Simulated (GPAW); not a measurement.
C, 2 atoms in the cell. Symmetry: Fd-3m, No. 227, cubic system. Conventional cell: a = 3.567 Å, b = 3.567 Å, c = 3.567 Å, α = 90.00°, β = 90.00°, γ = 90.00°. Around C (site symmetry -43m) lie 4 C at 1.54 Å. This isn't the form of C at room conditions, which is graphite.

| Quantity | Value |
| --- | --- |
| Program | GPAW 26.7.0 |
| Task | single point |
| Functional | TB-mBJ |
| Potentials or basis | GPAW PAW data sets for LDA (gpaw-data 1.2.1) |
| Cutoff | 800 eV |
| Basis | pw |
| k mesh | 14 × 14 × 14 |
| Occupations | fermi-dirac, width 0.05 eV |
| Spin | no spin polarisation |
| Maxiter | 150 |

Potentials or basis: GPAW PAW data sets for LDA (gpaw-data 1.2.1), pw.

Command:

```bash
$ OMP_NUM_THREADS=1 python run.py
```

Hardware: 1 thread of Intel(R) Xeon(R) Platinum 8259CL CPU @ 2.50GHz (Skylake/Cascade Lake), on a shared host.

Q: How long does it take, and how much memory?

A: It took 61 s on 1 thread of Intel(R) Xeon(R) Platinum 8259CL CPU @ 2.50GHz (Skylake/Cascade Lake) (shared host), peak memory 0.17 GiB. Counts: scf iterations 25.
